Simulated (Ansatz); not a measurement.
Al₅Cu: stable or not

It was reached by relaxing an invented guess, and it needn't be the stable form of this composition.

All numbers below come from Ansatz 0.2.0, DFT PBE, scalar-relativistic, plane waves, PAW. The final run on the 6-atom cell used 420 eV, a Γ-centred 14×14×4 mesh, 0.10 eV smearing and no spin polarisation.

```yaml
crystal:
  lattice:
    - [2.82855, 0.00000, 0.00000]
    - [0.00000, 2.82855, 0.00000]
    - [0.00000, 0.00000, 11.66236]
  atoms:
    - { symbol: Al, position: [0.00000, 0.00000, 0.82347] }
    - { symbol: Al, position: [0.50000, 0.50000, 0.00000] }
    - { symbol: Al, position: [0.00000, 0.00000, 0.17653] }
    - { symbol: Al, position: [0.50000, 0.50000, 0.35480] }
    - { symbol: Al, position: [0.50000, 0.50000, 0.64520] }
    - { symbol: Cu, position: [0.00000, 0.00000, 0.50000] }
```

Formation energies are uncorrected and refer to the elements' standard structures at the same level.

Problem. These tests were run: energy against the elements; phonons at Γ. What do they show?

Solution.

| test | result |
| --- | --- |
| energy against the elements | −0.05 eV/atom |
| phonons at Γ | lowest optical mode 70 cm⁻¹ |

It fails none of these tests. Whether a mixture of other phases lies lower isn't tested here. Phonons away from Γ weren't computed.

The run for the phonons used a 16×16×4 k mesh and Fermi–Dirac smearing of 0.15 eV.
